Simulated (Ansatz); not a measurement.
CoPtO2, 4 atoms in the cell. Symmetry: R-3m, No. 166, trigonal system. Conventional cell: a = 2.825 Å, b = 2.825 Å, c = 17.818 Å, α = 90.00°, β = 90.00°, γ = 120.00°. Pt (site symmetry -3m) is surrounded by 2 O at 2.00 Å. Co (site symmetry -3m) has 6 O at 1.90 Å as nearest neighbours. Around O (site symmetry 3m) lie 3 Co at 1.90 Å and 1 Pt at 2.00 Å. The cell is a database's computed one.

```yaml
Program: Ansatz 0.2.0
Task: relaxation of cell and atoms
Functional: PBEsol
Potentials_or_basis: all-electron LAPW, scalar-relativistic
Basis_error_allowed: 0.002 eV/atom
k_mesh: 11 × 11 × 11
Occupations: fermi-dirac, width 0.05 eV
Spin: collinear spin, ferromagnetic start
Starting_moments: "[0.0, 2.0, 0.0, 0.0] μB"
Target_pressure: 20 GPa
```

Potentials or basis: all-electron LAPW, scalar-relativistic.

Launch:

```console
$ ansatz run input.yaml --threads 4 --pin off --max-ram 12288MiB --backend cpu --events-out ev --progress --plain --runs-dir out
```

Hardware: 4 threads of Intel(R) Xeon(R) Platinum 8488C (Sapphire Rapids) (shared host).

Problem. Estimate the wall time of this run.

Solution. Wall time 5 min on 4 threads of Intel(R) Xeon(R) Platinum 8488C (Sapphire Rapids) (shared host), peak memory 2.1 GiB. Counts: scf iterations 52, plane waves 897, k points 146, bands 50, ion steps 6.
